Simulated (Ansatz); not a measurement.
## Cs2SnI6: calculated against measured nuclear parameters

Cell of run 1: a structure deposited in the COD (the entry's cell lengths or inner coordinates differ somewhat from later room-temperature determinations), taken as it stands.

Space group Fm-3m (No. 225); a = 11.6300 Å.

```
site  Wyckoff  site symmetry       x       y       z
  Cs       8c           -43m  0.2500  0.2500  0.2500
  Sn       4a           m-3m  0.0000  0.0000  0.0000
   I      24e           4m.m  0.2450  0.5000  0.5000
```

One atom of each set is listed; the run and its k-mesh use a cell of 9 atoms with edges of 8.22, 8.22, 8.22 Å.

All runs are DFT with Ansatz 0.2.0 (plane waves and PAW, scalar-relativistic unless spin–orbit coupling is named, Γ-centred meshes, Fermi–Dirac smearing) in this cell.

Run 1: PBE, atoms as given; 420 eV, 5×5×5 k-points, smearing 0.02 eV.
Run 2: PBE, atoms relaxed; 420 eV, 5×5×5 k-points, smearing 0.02 eV.
Run 3: r2SCAN, at the relaxed atoms; 500 eV, 5×5×5 k-points, smearing 0.02 eV.

Relaxed positions (PBE, cell held):

Cs (0.2500, 0.2500, 0.2500)
Sn (0.0000, 0.0000, 0.0000)
I (0.2488, 0.5000, 0.5000)

Isomer shifts come from the density at the nucleus and a line fitted to measured compounds for each functional, which can include this one (rms miss 0.12 mm/s for PBE, 0.14 mm/s for r2SCAN).

Q: Give isomer shift of 119Sn for each run, and set them against experiment.

A: 

| quantity | unit | measured | run 1 | run 2 | run 3 |
| --- | --- | --- | --- | --- | --- |
| isomer shift of 119Sn | mm/s | 1.32 | 1.37 | 1.50 | 1.47 |

For the isomer shift of 119Sn, the closest is run 1 (+0.05 mm/s), the farthest run 2 (+0.18 mm/s).

**Where the measured values come from.**

“Changes in charge density vs changes in formal oxidation states: The case of Sn halide perovskites and their ordered vacancy analogues”, 2017, arxiv:1705.01565 reports, for a powder: isomer shift of 119Sn 1.32 mm/s against SnO₂. On the isomer shift of 119Sn: shift relative to SnO2 at room temperature; sample temperature not stated.

The runs hold the atoms at rest, while the measurements include thermal motion.

In run 2 there is no gap above 0.1 eV, so the gradients can move by 10 % or more with the k-mesh. In run 1 the atoms aren't at the calculated equilibrium (largest force 0.31 eV/Å).
